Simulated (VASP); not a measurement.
# Rb (Fm-3m) in VASP: further runs

One crystal, Rb, is run at these levels: PBE, r2SCAN; tasks: single point.

Everything below comes from runs of VASP 6.6.1. Logs are shortened: lines on timing, memory, paths and dates and some standing lists are left out, and cuts for length are marked.

### 1 The structure

It takes space group Fm-3m (No. 225, cubic). The conventional cell has a = 7.043 Å, b = 7.043 Å, c = 7.043 Å, α = 90.00°, β = 90.00°, γ = 90.00°.

The cell was built by a generator and needn't be a form met in nature.

### 2 Single point, PBE

Contents of INCAR:

```
PREC = Accurate
ENCUT = 520
EDIFF = 1E-6
ISMEAR = 0
SIGMA = 0.05
LREAL = False
LASPH = True
NELM = 80
ALGO = Normal
ISIF = 2
LWAVE = False
LCHARG = True
GGA = PE
LELF = True
LVHAR = True
NBANDS = 10
```

Contents of KPOINTS:

```
Automatic mesh
0
Gamma
  6 6 6
```

Contents of POSCAR:

```
Rb
1.0
    0.0000000000      3.5214788036      3.5214788036
    3.5214788036      0.0000000000      3.5214788036
    3.5214788036      3.5214788036      0.0000000000
Rb
1
Direct
    0.0000000000      0.0000000000      0.0000000000
```

Potentials or basis: VASP PAW PBE potentials, release 64 (Rb_sv).

Command:

```console
> cat potpaw_PBE.64/Rb_sv/POTCAR > POTCAR
> mpirun -np 1 vasp_std > vasp.out
```

OUTCAR:

```text
PREC = Accurate
   ENCUT = 520
   EDIFF = 1E-6
   ISMEAR = 0
   LREAL = False
   LASPH = True
   NELM = 80
   ISIF = 2
   GGA = PE

 ion  position               nearest neighbor table
   1  0.000  0.000  0.000-

  LATTYP: Found a face centered cubic cell.
 ALAT       =     7.0429576072

  Lattice vectors:

 A1 = (   0.0000000000,   3.5214788036,   3.5214788036)
 A2 = (   3.5214788036,   0.0000000000,   3.5214788036)
 A3 = (   3.5214788036,   3.5214788036,   0.0000000000)

Analysis of symmetry for initial positions (statically):
=====================================================================
 Subroutine PRICEL returns:
 Original cell was already a primitive cell.

 Routine SETGRP: Setting up the symmetry group for a
 face centered cubic supercell.

 Subroutine GETGRP returns: Found 48 space group operations
 (whereof 48 operations were pure point group operations)
 out of a pool of 48 trial point group operations.

The static configuration has the point symmetry O_h .

Analysis of symmetry for dynamics (positions and initial velocities):
=====================================================================
 Subroutine PRICEL returns:
 Original cell was already a primitive cell.

 Routine SETGRP: Setting up the symmetry group for a
 face centered cubic supercell.

 Subroutine GETGRP returns: Found 48 space group operations
 (whereof 48 operations were pure point group operations)
 out of a pool of 48 trial point group operations.

The dynamic configuration has the point symmetry O_h .

 Subroutine INISYM returns: Found 48 space group operations
 (whereof 48 operations are pure point group operations),
 and found     1 'primitive' translations

----------------------------------------------------------------------------------------

                                     Primitive cell

  volume of cell :      87.3384

  direct lattice vectors                    reciprocal lattice vectors
     0.000000000  3.521478804  3.521478804    -0.141985804  0.141985804  0.141985804
     3.521478804  0.000000000  3.521478804     0.141985804 -0.141985804  0.141985804
     3.521478804  3.521478804  0.000000000     0.141985804  0.141985804 -0.141985804

  length of vectors
     4.980123084  4.980123084  4.980123084     0.245926627  0.245926627  0.245926627

  position of ions in fractional coordinates (direct lattice)
     0.000000000  0.000000000  0.000000000

  ion indices of the primitive-cell ions
   primitive index   ion index
                 1           1

----------------------------------------------------------------------------------------

 KPOINTS: Automatic mesh

Automatic generation of k-mesh.
 Grid dimensions read from file:
 generate k-points for:    6    6    6

 Generating k-lattice:

  Cartesian coordinates                     Fractional coordinates (reciprocal lattice)
    -0.023664301  0.023664301  0.023664301     0.166666667  0.000000000  0.000000000
     0.023664301 -0.023664301  0.023664301     0.000000000  0.166666667  0.000000000
     0.023664301  0.023664301 -0.023664301     0.000000000  0.000000000  0.166666667

  Length of vectors
     0.040987771  0.040987771  0.040987771

  Shift w.r.t. Gamma in fractional coordinates (k-lattice)
     0.000000000  0.000000000  0.000000000

 Subroutine IBZKPT returns following result:
 ===========================================

 Found     16 irreducible k-points:

 Following reciprocal coordinates:
            Coordinates               Weight
  0.000000  0.000000  0.000000      1.000000
  0.166667  0.000000  0.000000      8.000000
  0.333333  0.000000  0.000000      8.000000
  0.500000  0.000000  0.000000      4.000000
  0.166667  0.166667  0.000000      6.000000
  0.333333  0.166667  0.000000     24.000000
[... 8 lines left out ...]
 -0.333333  0.333333  0.166667     24.000000
 -0.333333  0.500000  0.166667     12.000000
   k-points           NKPTS =     16   k-points in BZ     NKDIM =     16   number of bands    NBANDS=     10
   number of dos      NEDOS =    301   number of ions     NIONS =      1
   total plane-waves  NPLWV =  64000
   dimension x,y,z NGX =    40 NGY =   40 NGZ =   40
   dimension x,y,z NGXF=    80 NGYF=   80 NGZF=   80
   ions per type =               1
   NGX,Y,Z   is equivalent  to a cutoff of  13.35, 13.35, 13.35 a.u.
   NGXF,Y,Z  is equivalent  to a cutoff of  26.71, 26.71, 26.71 a.u.
 SYSTEM =  unknown system
   PREC   = accura    normal or accurate (medium, high low for compatibility)
   ISTART =      0    job   : 0-new  1-cont  2-samecut
   ICHARG =      2    charge: 1-file 2-atom 10-const
   ISPIN  =      1    spin polarized calculation?
   LNONCOLLINEAR =      F non collinear calculations
   LSORBIT =      F    spin-orbit coupling
   LASPH  =      T    aspherical Exc in radial PAW
   ENCUT  =  520.0 eV  38.22 Ry    6.18 a.u.   9.26  9.26  9.26*2*pi/ulx,y,z
   NELM   =     80;   NELMIN=  2; NELMDL= -5     # of ELM steps
   EDIFF  = 0.1E-05   stopping-criterion for ELM
   LREAL  =      F    real-space projection
   EDIFFG = 0.1E-04   stopping-criterion for IOM
   NSW    =      0    number of steps for IOM
   IBRION =     -1    ionic relax: 0-MD 1-quasi-New 2-CG
   NFREE  =      0    steps in history (QN), initial steepest desc. (CG)
   ISIF   =      2    stress and relaxation
   ISYM   =      2    0-nonsym 1-usesym 2-fastsym
   POTIM  = 0.5000    time-step for ionic-motion
   TEBEG  =    0.0;   TEEND  =   0.0 temperature during run
   PSTRESS=    0.0 pullay stress
   NELECT =       9.0000    total number of electrons
   NUPDOWN=      -1.0000    fix difference up-down
   EMIN   =  10.00;   EMAX   =-10.00  energy-range for DOS
   EFERMI =   0.00;   METHOD = LEGACY
   ISMEAR =     0;   SIGMA  =   0.05  broadening in eV -4-tet -1-fermi 0-gaus
   EFERMI_NEDOS =   21; number of points for ismear=-14 and -15
   IALGO  =     38    algorithm
   IMIX   =      4    mixing-type and parameters
     AMIX     =   0.40;   BMIX     =  1.00
     AMIX_MAG =   1.60;   BMIX_MAG =  1.00
  volume/ion in A,a.u.               =      87.34       589.39
  Fermi-wavevector in a.u.,A,eV,Ry     =   0.767516  1.450394  8.014924  0.589080
  Thomas-Fermi vector in A             =   1.868089
   LORBIT       =      0    0 simple, 1 ext, 2 COOP (PROOUT), +10 PAW based schemes
   GGA     = PE    functional components
   LHFCALC =     F    Hartree Fock is set to
   AEXX    =    0.0000 exact exchange contribution
   IVDW    =     0    specifies the selected vdW correction
   LEPSILON=     F    determine dielectric tensor
   LRPA    =     F    only Hartree local field effects (RPA)
 non-spin polarized calculation
 Gauss-broadening in eV      SIGMA  =   0.05
  energy-cutoff  :      520.00
  volume of cell :       87.34
 maximum number of plane-waves:      2397
 NGX is ok and might be reduce to    40

 number of electron       9.0000000 magnetization

 Free energy of the ion-electron system (eV)
  ---------------------------------------------------
  ext. energy  EPLUGINS =         0.00000000
  ---------------------------------------------------
  free energy    TOTEN  =        -0.92635729 eV

  energy without entropy =       -0.92409778  energy(sigma->0) =       -0.92522753

 E-fermi :   0.0034     XC(G=0):  -5.5662

 val. band max:       -0.0253757119   @ k =   0.5000   0.3333   0.1667
 cond. band min:       0.2338797460   @ k =   0.5000   0.0000   0.0000
 fundamental gap:      0.2592554579
 Fermi energy:         0.0033716273

 k-point     1 :       0.0000    0.0000    0.0000
  band No.  band energies     occupation
      1     -28.7725      2.00000
      2     -12.8117      2.00000
      3     -12.8117      2.00000
      4     -12.8117      2.00000
      5      -1.9224      2.00000
      6       3.7344      0.00000
      7       3.7344      0.00000
      8       3.7344      0.00000
      9       5.1092      0.00000
     10       5.1092      0.00000

 k-point     2 :       0.1667    0.0000    0.0000
  band No.  band energies     occupation
      1     -28.7713      2.00000
      2     -12.8395      2.00000
      3     -12.8154      2.00000
      4     -12.8154      2.00000
      5      -1.6053      2.00000
      6       3.0109      0.00000
      7       3.8328      0.00000
      8       3.8328      0.00000
      9       4.8673      0.00000
     10       4.8673      0.00000

 k-point     3 :       0.3333    0.0000    0.0000
  band No.  band energies     occupation
      1     -28.7690      2.00000
      2     -12.8940      2.00000
      3     -12.8229      2.00000
      4     -12.8229      2.00000
      5      -0.7387      2.00000
      6       1.8240      0.00000
      7       3.6737      0.00000
      8       3.6737      0.00000
      9       5.2804      0.00000
     10       5.2811      0.00000

 k-point     4 :       0.5000    0.0000    0.0000
  band No.  band energies     occupation
      1     -28.7678      2.00000
      2     -12.9207      2.00000
      3     -12.8266      2.00000
      4     -12.8266      2.00000
      5       0.2339      0.00000
      6       0.7871      0.00000
      7       3.5182      0.00000
      8       3.5182      0.00000
      9       5.8328      0.00000
     10       5.9149      0.00000
[... 118 lines left out ...]
 k-point    14 :       0.5000    0.3333    0.1667
  band No.  band energies     occupation
      1     -28.7675      2.00000
      2     -12.8928      2.00000
      3     -12.8558      2.00000
      4     -12.8360      2.00000
      5      -0.0254      1.58384
      6       1.9767      0.00000
      7       2.2780      0.00000
      8       3.7572      0.00000
      9       4.7630      0.00000
     10       5.5985      0.00000

 k-point    15 :      -0.3333    0.3333    0.1667
  band No.  band energies     occupation
      1     -28.7667      2.00000
      2     -12.8961      2.00000
      3     -12.8689      2.00000
      4     -12.8421      2.00000
      5       1.0321      0.00000
      6       1.0882      0.00000
      7       2.1427      0.00000
      8       3.3625      0.00000
      9       4.8947      0.00000
     10       5.7706      0.00000

 k-point    16 :      -0.3333    0.5000    0.1667
  band No.  band energies     occupation
      1     -28.7663      2.00000
      2     -12.8985      2.00000
      3     -12.8671      2.00000
      4     -12.8521      2.00000
      5       1.0705      0.00000
      6       1.6118      0.00000
      7       1.7746      0.00000
      8       3.0816      0.00000
      9       5.2534      0.00000
     10       5.7841      0.00000

------------------------ aborting loop because EDIFF is reached ----------------------------------------

  FORCE on cell =-STRESS in cart. coord.  units (eV):
  Direction    XX          YY          ZZ          XY          YZ          ZX
  --------------------------------------------------------------------------------------
  -------------------------------------------------------------------------------------
  Total        0.0866541      0.0866541      0.0866541      0.0000000     -0.0000000     -0.0000000
  in kB        1.5896239      1.5896239      1.5896239      0.0000000     -0.0000000     -0.0000000
  external PRESSURE =       1.5896239 kB  Pullay stress =       0.0000000 kB

 VOLUME and BASIS-vectors are now :
 -----------------------------------------------------------------------------
  energy-cutoff  :      520.00
  volume of cell :       87.34
      direct lattice vectors                 reciprocal lattice vectors
     0.000000000  3.521478804  3.521478804    -0.141985804  0.141985804  0.141985804
     3.521478804  0.000000000  3.521478804     0.141985804 -0.141985804  0.141985804
     3.521478804  3.521478804  0.000000000     0.141985804  0.141985804 -0.141985804

 POSITION                                       TOTAL-FORCE (eV/Angst)
 -----------------------------------------------------------------------------------
      0.00000      0.00000      0.00000         0.000000      0.000000      0.000000
 -----------------------------------------------------------------------------------
    total drift:                               -0.000000     -0.000000     -0.000000

  FREE ENERGIE OF THE ION-ELECTRON SYSTEM (eV)
  ---------------------------------------------------
  free  energy   TOTEN  =        -0.9263572875 eV

  energy  without entropy=       -0.9240977780  energy(sigma->0) =       -0.92522753
```

Wall time 30 s (1 thread of Intel Xeon Platinum 8175M at 2.50GHz (Skylake/Cascade Lake), shared host); peak memory 0.23 GiB.

Results:

* Free energy: -0.9264 eV
* Pressure: 0.2 GPa
* Band gap on the k mesh: none (metal or under the smearing width)

### 3 Single point, r2SCAN

This run uses another cell than the first one, of 95.53 Å³/atom, 1.094 times its volume.

Contents of POSCAR:

```
Rb
1.0
    0.0000000000      3.6283532431      3.6283532431
    3.6283532431      0.0000000000      3.6283532431
    3.6283532431      3.6283532431      0.0000000000
Rb
1
Direct
    0.0000000000      0.0000000000      0.0000000000
```

Contents of INCAR.step1:

```
SYSTEM = Rb
  ALGO = Normal
  EDIFF = 1E-4
  ENCUT = 520
  GGA = PE
  ISMEAR = -5
  LASPH = .TRUE.
  LCHARG = .FALSE.
  LREAL = .FALSE.
  LWAVE = .TRUE.
  NBANDS = 10
  NELM = 100
  PREC = Accurate
  SIGMA = 0.05
```

Contents of INCAR.step2:

```
SYSTEM = Rb
  ALGO = Normal
  EDIFF = 1E-6
  ENCUT = 520
  ISIF = 2
  ISMEAR = 0
  ISTART = 1
  LASPH = .TRUE.
  LCHARG = .FALSE.
  LMIXTAU = .TRUE.
  LORBIT = 11
  LREAL = .FALSE.
  LWAVE = .FALSE.
  METAGGA = R2SCAN
  NBANDS = 10
  NELM = 100
  PREC = Accurate
  SIGMA = 0.05
```

Contents of KPOINTS:

```
k-points
0
G
  10 10 10
  0 0 0
```

Potentials or basis: VASP PAW PBE potentials, release 64 (Rb_sv).

Command:

```console
> cat potpaw_PBE.64/Rb_sv/POTCAR > POTCAR
> cp INCAR.step1 INCAR
> mpirun -np 1 vasp_std > vasp.out
> cp INCAR.step2 INCAR
> mpirun -np 1 vasp_std > vasp.out
```

OUTCAR:

```text
SYSTEM = Rb
   EDIFF = 1E-6
   ENCUT = 520
   ISIF = 2
   ISMEAR = 0
   ISTART = 1
   LASPH = .TRUE.
   LORBIT = 11
   LREAL = .FALSE.
   METAGGA = R2SCAN
   NELM = 100
   PREC = Accurate

 ion  position               nearest neighbor table
   1  0.000  0.000  0.000-

  LATTYP: Found a face centered cubic cell.
 ALAT       =     7.2567064862

  Lattice vectors:

[... 499 lines left out ...]
------------------------ aborting loop because EDIFF is reached ----------------------------------------

  FORCE on cell =-STRESS in cart. coord.  units (eV):
  Direction    XX          YY          ZZ          XY          YZ          ZX
  --------------------------------------------------------------------------------------
  -------------------------------------------------------------------------------------
  Total        0.0034106      0.0034106      0.0034106      0.0000000      0.0000000      0.0000000
  in kB        0.0571981      0.0571981      0.0571981      0.0000000      0.0000000      0.0000000
  external PRESSURE =       0.0571981 kB  Pullay stress =       0.0000000 kB

 VOLUME and BASIS-vectors are now :
 -----------------------------------------------------------------------------
  energy-cutoff  :      520.00
  volume of cell :       95.53
      direct lattice vectors                 reciprocal lattice vectors
     0.000000000  3.628353243  3.628353243    -0.137803562  0.137803562  0.137803562
     3.628353243  0.000000000  3.628353243     0.137803562 -0.137803562  0.137803562
     3.628353243  3.628353243  0.000000000     0.137803562  0.137803562 -0.137803562

 POSITION                                       TOTAL-FORCE (eV/Angst)
 -----------------------------------------------------------------------------------
      0.00000      0.00000      0.00000        -0.000000     -0.000000      0.000000
 -----------------------------------------------------------------------------------
    total drift:                               -0.000000      0.000000     -0.000000

  FREE ENERGIE OF THE ION-ELECTRON SYSTEM (eV)
  ---------------------------------------------------
  free  energy   TOTEN  =       -13.9178597896 eV

  energy  without entropy=      -13.9158364534  energy(sigma->0) =      -13.91684812

 total charge

# of ion       s       p       d       tot
------------------------------------------
    1        1.960   5.386   0.004   7.350
```

OSZICAR.step1:

```text
N       E                     dE             d eps       ncg     rms          rms(c)
DAV:   1     0.439319563522E+02    0.43932E+02   -0.32347E+03   940   0.651E+02
DAV:   2     0.194632990012E+01   -0.41986E+02   -0.41154E+02  1058   0.124E+02
DAV:   3    -0.812412182537E+00   -0.27587E+01   -0.27540E+01  1250   0.332E+01
DAV:   4    -0.931861400221E+00   -0.11945E+00   -0.11933E+00  1310   0.582E+00
DAV:   5    -0.933460905489E+00   -0.15995E-02   -0.15989E-02  1292   0.689E-01    0.114E+00
DAV:   6    -0.934122231035E+00   -0.66133E-03   -0.17457E-03  1304   0.243E-01    0.682E-01
DAV:   7    -0.935033798490E+00   -0.91157E-03   -0.28210E-03  1106   0.309E-01    0.436E-02
DAV:   8    -0.935145139689E+00   -0.11134E-03   -0.10944E-04  1100   0.849E-02    0.202E-02
DAV:   9    -0.935156085661E+00   -0.10946E-04   -0.96473E-06   650   0.255E-02
   1 F= -.93515609E+00 E0= -.93515609E+00  d E =0.000000E+00
```

Wall time 4.6 min (1 thread of Intel Xeon Platinum 8175M at 2.50GHz (Skylake/Cascade Lake), shared host); peak memory 0.27 GiB.

What came out:

```yaml
Free_energy: -13.9179 eV
Pressure: 0.0 GPa
Band_gap_on_the_k_mesh: none (metal or under the smearing width)
Valence_electrons_inside_the_program's_atomic_spheres: Rb 7.35
```

Caveat: the PAW data sets were made with another functional, which shifts forces and pressure a little.

(Part 1 of 2 ends here.)
